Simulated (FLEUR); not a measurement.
**CuI (Marshite) under changes of volume**

One of the cells (27.859 Å³/atom); the others are scaled copies at fixed shape and fractional positions:

```
I Cu
1.0
     0.00000    3.03150    3.03150
     3.03150    0.00000    3.03150
     3.03150    3.03150    0.00000
I Cu
1 1
Direct
  0.00000 0.00000 0.00000
  0.75000 0.75000 0.75000
```

```yaml
Program: FLEUR MaX-R8.1 (later development tree)
Functional: PBE
Potentials_or_basis: all-electron
Basis: FLAPW
Kmax: 3.98 1/bohr
k_mesh: 8 × 8 × 8
Occupations: fermi-dirac, width 0.05 eV
Spin: no spin polarisation
```

```csv
volume (Å³/atom),energy over the lowest point (meV/atom),gap on the mesh (eV)
26.188,?,?
26.745,7.88,1.22
27.302,2.44,1.16
27.859,0.00,1.11
28.417,0.65,1.06
28.974,3.46,1.01
29.531,8.26,0.96
```

Problem. What does the run at 26.188 Å³/atom give?

Solution. Energy over the lowest point 17.61 meV/atom; gap on the mesh 1.28 eV.

Worked out: A Birch-Murnaghan fit of order 3 (a polynomial in V^(-2/3)) to the other rows has its minimum at 28.03 Å³/atom with B0 = V·E''(V) = 38 GPa and B' = 7.4. It gives 17.27 meV/atom at 26.188 Å³/atom, against the run's 17.61. A straight line through the other rows of the gap, of slope -2.6 eV per unit of ln V (its deformation potential), extrapolates to 1.27 eV, against the run's 1.28.

Energies are extrapolated to zero smearing.

Caveats: the plane-wave cutoff is short for the semicore states, which can make moduli rough; spin-orbit coupling is left out, which moves the levels of the heavy elements.
